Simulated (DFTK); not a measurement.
# Fe in DFTK: convergence with smearing width

Crystal: Fe.

```
Fe
1.0
     2.43416    0.00000    0.00000
    -1.21708    2.10804    0.00000
     0.00000    0.00000    3.84193
Fe
2
Direct
  0.66667 0.33333 0.75000
  0.33333 0.66667 0.25000
```

This isn't the form of Fe at room conditions, which is bcc.

* Program: DFTK 0.8.2
* Task: convergence study
* Functional: PBE
* Potentials or basis: dojo.nc.sr.pbe.v0_4_1.standard.upf (PBE)
* Cutoff: 1225 eV
* k mesh: 5 × 5 × 3
* Occupations: fermi-dirac, width 0.5 eV
* Spin: collinear spin, ferromagnetic start
* Starting moments: [3.0, 3.0] μB

These are the settings of the first run; the series varies smearing width, with any setting tied to it.

Hardware: 1 thread of Intel(R) Xeon(R) Platinum 8259CL CPU @ 2.50GHz (Skylake/Cascade Lake) (shared host).

Task: The values tried are 0.5 eV, 0.3 eV, 0.2 eV, 0.1 eV, 0.05 eV, 0.025 eV, 0.01 eV, loosest first. From which on does the pressure stay within 0.1 GPa of the tightest run that finished?

Result: From 0.025 eV on.

```
smearing width  energy less the tightest run, at zero smearing (meV/atom)  pressure (GPa)  absolute moment (μB)  SCF cycles
        0.5 eV                                                      -1.49           25.44                  0.00          15
        0.3 eV                                                       0.07           15.97                  0.00          15
        0.2 eV                                                      -3.34           12.81                  0.00          16
        0.1 eV                                                       1.15           11.09                  0.00          21
       0.05 eV                                                       0.69           11.27                  0.61          17
      0.025 eV                                                      -0.14           11.51                  0.75          36
       0.01 eV                                                       0.00           11.59                  0.77          45
```

Against the tightest run, the energy stays within 1 meV/atom from 0.05 eV on. Not settled before the last step: the absolute moment (to 0.02 μB). Narrower smearing needs a denser k mesh, so at a fixed mesh the narrowest width isn't the most accurate. The tightest run that finished is the yardstick and may itself not be fully converged.

Caveat, for the tightest run too: the k mesh is coarse (spacing up to 0.60 Å⁻¹), so the values aren't converged.
